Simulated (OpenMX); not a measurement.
Runs of OpenMX 3.8.5 on MgS. Symmetry: F-43m, No. 216, cubic system. Conventional cell: a = 5.666 Å, b = 5.666 Å, c = 5.666 Å, α = 90.00°, β = 90.00°, γ = 90.00°. S (site symmetry -43m) has 4 Mg at 2.45 Å as nearest neighbours. Mg (site symmetry -43m) has 4 S at 2.45 Å as nearest neighbours. The cell comes from a database or a generator and needn't be the stable form of this composition.

```csv
task,level,potentials or basis,spin,cell,k mesh,smearing,SCF threshold,spin constraint,constraint strength,k mesh for the DOS,other keys,gap on the mesh (eV),pressure (GPa),moment (μB)
band structure,LDA,"OpenMX 2013 LDA set, S7.0-s3p2d2f1, Mg7.0-s3p2d2, grid cutoff 500 Ry",off,as given,9 × 9 × 9,fermi-dirac 0.05 eV,1e-08 Ha,-,-,-,-,(a),-1.5,-
density of states,PBE,"OpenMX 2013 PBE set, S7.0-s2p2d1f1, Mg7.0-s3p2d1, grid cutoff 500 Ry","non-collinear, random start, moments held on the sites",as given,7 × 7 × 7,fermi-dirac 0.05 eV,1e-07 Ha,directions and sizes,0.5 eV,9 × 9 × 9,-,3.55,-,0.00
single point,LDA-PW92,"OpenMX 2013 LDA set, S7.0-s2p2d1, Mg7.0-s3p2, grid cutoff 500 Ry","collinear, ferromagnetic start",volume scaled by 0.88,9 × 9 × 9,fermi-dirac 0.05 eV,1e-08 Ha,-,-,-,-,(b),8.7,0.00
single point,LDA,"OpenMX 2013 LDA set, S7.0-s2p2d1f1, Mg7.0-s3p2d1, grid cutoff 500 Ry",off,cell strained at random at fixed volume,9 × 9 × 9,fermi-dirac 0.05 eV,1e-08 Ha,-,-,-,-,3.21,-1.3,-
```

Fill in the values left out.

(a) 3.35; (b) 3.89.

Caveats: the basis of atomic orbitals isn't converged, which shifts pressures, moduli and gaps; an odd mesh through Γ misses points on the zone boundary, where band edges often lie (some runs).
